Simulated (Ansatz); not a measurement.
## CuO (Tenorite) under changes of volume

One of the cells (10.135 Å³/atom); the others are scaled copies at fixed shape and fractional positions:

```xyz
4
Lattice="2.3418 -1.7113 0.0000 2.3418 1.7113 0.0000 -0.8500 0.0000 5.0579" Properties=species:S:1:pos:R:3 pbc="T T T"
Cu    0.7459   -0.8557    2.5289
Cu    1.1709    0.8557    0.0000
O     1.7043    0.2793    3.7934
O     2.1293   -0.2793    1.2645
```

```yaml
Program: Ansatz 0.2.0
Functional: LDA
Potentials_or_basis: all-electron LAPW, scalar-relativistic
Cutoff: 406 eV (chosen from the basis error)
Basis_error_allowed: 0.002 eV/atom
k_mesh: 10 × 10 × 5
Occupations: fermi-dirac, width 0.05 eV
Spin: no spin polarisation
```

```csv
volume (Å³/atom),energy over the lowest point (meV/atom),pressure (GPa),largest force (eV/Å)
9.527,0.01,2.3,0.261
9.730,0.00,-2.1,0.335
9.932,5.22,-6.0,0.403
10.135,15.09,-9.5,0.464
10.338,29.04,-12.5,0.521
10.540,?,?,?
10.743,67.57,-17.7,0.620
```

What does the run at 10.540 Å³/atom give?

Energy over the lowest point 46.68 meV/atom; pressure -15.2 GPa; largest force 0.573 eV/Å.

Worked out: A Birch-Murnaghan fit of order 3 (a polynomial in V^(-2/3)) to the other rows has its minimum at 9.63 Å³/atom with B0 = V·E''(V) = 207 GPa and B' = 4.5 at fixed shape and positions, which overstates the stiffness. It gives 46.64 meV/atom at 10.540 Å³/atom, against the run's 46.68, and -dE/dV = -15.3 GPa, against -15.2.

Energies are extrapolated to zero smearing.

Caveats: the run has no spin polarisation, though such a crystal can be magnetic.
